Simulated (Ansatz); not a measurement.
W, 1 atom in the cell. It takes space group Im-3m (No. 229, cubic). The conventional cell has a = 3.165 Å, b = 3.165 Å, c = 3.165 Å, α = 90.00°, β = 90.00°, γ = 90.00°. W (site symmetry m-3m) is surrounded by 8 W at 2.74 Å. 

| Property | Result |
| --- | --- |
| Program | Ansatz 0.2.0 |
| Task | relaxation of cell and atoms |
| Functional | BLYP |
| Potentials or basis | Ansatz PAW |
| Cutoff | 420 eV (not typed: the program's choice for these potentials) |
| k mesh | 12 × 12 × 12 |
| Occupations | fermi-dirac, width 0.05 eV |
| Spin | no spin polarisation |

Potentials or basis: Ansatz PAW.

Command:

```sh
$ ansatz run input.yaml --threads 2 --pin off --max-ram 5632MiB --backend cpu --events-out ev --progress --plain --runs-dir out
```

Hardware: 2 threads of Intel(R) Xeon(R) Processor @ 2.70GHz, on a shared host.

Question: How long does it take, and how much memory?

Answer: Wall time 4.5 s on 2 threads of Intel(R) Xeon(R) Processor @ 2.70GHz, on a shared host, peak memory 0.32 GiB. Counts: scf iterations 24, plane waves 321, k points 72, bands 11, ion steps 5.
